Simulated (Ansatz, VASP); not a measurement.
## One calculation of SiGe, two programs

```
Si Ge
1.0
     4.11773    0.00000    0.00000
    -2.05887    3.56606    0.00000
     0.00000    0.00000    5.78177
Si Ge
2 2
Cartesian
  2.0589 1.1887 5.0564
  0.0000 2.3774 2.1655
  2.0589 1.1887 2.8935
  0.0000 2.3774 0.0026
```

Alike in both runs: task single point; functional PBEsol; k mesh 12 × 12 × 6; occupations gaussian, width 0.03 eV; no spin polarisation.

|  | VASP | Ansatz |
| --- | --- | --- |
| version | VASP 6.6.1 | Ansatz 0.2.0 |
| potentials or method | VASP PAW PBE potentials, release 64 (Si, Ge_d) | scalar-relativistic, plane waves, PAW |
| plane-wave cutoff (eV) | 520 | 420 |
| valence electrons in the cell | 36 | 36 |

```tsv
	VASP	Ansatz	Ansatz less VASP
gap on the k mesh at the Fermi level (eV)	none	none	-
pressure (GPa)	4.2	4.2	+0.03
largest component of the traceless stress (GPa)	26.70	26.70	+0.002
rms of the force components (eV/Å)	1.565	1.572	+0.0068
```

Atom by atom the forces differ by 0.007 eV/Å (rms over components). A gap of «none» marks a metal or a gap that the smearing closes. The functional is the same, so the differences come from potentials, cutoffs and numerics.

Caveats: the PAW data sets were made with another functional, which shifts forces and pressure a little (VASP).
